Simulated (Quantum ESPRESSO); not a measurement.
TiAl3:

```
CELL_PARAMETERS angstrom
-1.91111 1.91111 4.28067
1.91111 -1.91111 4.28067
1.91111 1.91111 -4.28067
ATOMIC_POSITIONS crystal
Ti 0.00000 0.00000 0.00000
Al 0.25000 0.75000 0.50000
Al 0.75000 0.25000 0.50000
Al 0.50000 0.50000 0.00000
```

The cell comes from a database or a generator and needn't be the stable form of this composition.

```yaml
Program: Quantum ESPRESSO 7.5
Task: relaxation of cell and atoms
Functional: PBEsol
Dispersion: D3(BJ)
Potentials_or_basis: GBRV 1.5 PBEsol
Cutoff: 612 eV
Density_cutoff: 4898 eV
k_mesh: 8 × 8 × 8
Occupations: fermi-dirac, width 0.05 eV
Spin: no spin polarisation
```

At the start: pressure -4.3 GPa; volume 15.63 Å³/atom.

Question: How do energy, volume and symmetry change on relaxing?

Answer: Over 4 steps the energy falls by 8.3 meV/atom and the volume is 15.04 Å³/atom (-3.8 %); space group I4/mmm (No. 139, to 0.05 Å).

Step by step:
| step | energy change (eV) | largest force (eV/Å) | pressure (GPa) | volume (Å³) |
| --- | --- | --- | --- | --- |
| 1 | 0.0000 | 0.0000 | -4.32 | 62.54 |
| 2 | -0.0072 | 0.0000 | -3.86 | 62.26 |
| 3 | -0.0330 | 0.0000 | 0.24 | 60.03 |
| 4 | -0.0331 | 0.0000 | -0.01 | 60.15 |

Final structure:
```
Ti Al
1.0
    -1.88647    1.88647    4.22574
     1.88647   -1.88647    4.22574
     1.88647    1.88647   -4.22574
Ti Al
1 3
Direct
  0.00000 0.00000 0.00000
  0.25000 0.75000 0.50000
  0.75000 0.25000 0.50000
  0.50000 0.50000 0.00000
```

Caveat: pairwise dispersion overbinds metals, which lowers pressure and volume.
